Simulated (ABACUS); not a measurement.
Runs of ABACUS 3.10.1 on BN. It takes space group R3m (No. 160, trigonal). The conventional cell has a = 2.502 Å, b = 2.502 Å, c = 10.119 Å, α = 90.00°, β = 90.00°, γ = 120.00°. Around N (site symmetry 3m) lie 3 B at 1.44 Å. B (site symmetry 3m) is surrounded by 3 N at 1.44 Å. The cell is a database's computed one.

```tsv
task	level	potentials or basis	cell	k mesh	cutoff (eV)	SCF threshold on the density	eigensolver	symmetry key	path	points for each segment of the path	gap on the mesh (eV)	pressure (GPa)	largest force (eV/Å)
single point	PW91	GBRV ultrasoft 1.5 PBE, plane waves	as given	10 × 10 × 10	544	1e-08	dav	1	-	-	(a)	3.0	-
single point	rSCAN	SG15 ONCV 1.2 PBE, plane waves	as given	8 × 8 × 8	1320	1e-08	dav	1	-	-	(b)	-2.2	0.01
single point	TASK	SG15 ONCV 1.2 PBE, plane waves	as given	8 × 8 × 8	1320	1e-08	dav	1	-	-	6.78	123.5	0.04
relaxation of cell and atoms	rSCAN	SG15 ONCV 1.2 PBE, plane waves	relaxed	8 × 8 × 8	1320	1e-08	dav	1	-	-	4.88	0.0	-
```

Alike in all rows: no spin polarisation; smearing fermi-dirac 0.05 eV.

Fill in the values left out.

(a) 4.25; (b) 4.84.

Caveats: the potentials were made for another functional, which shifts forces and pressure; a pressure of tens of GPa on the cell as given is suspect, and the run, the potentials or the cell itself is likely at fault (some runs).

A k mesh can miss the band edges.

Runs at the PBE level aren't shown here.
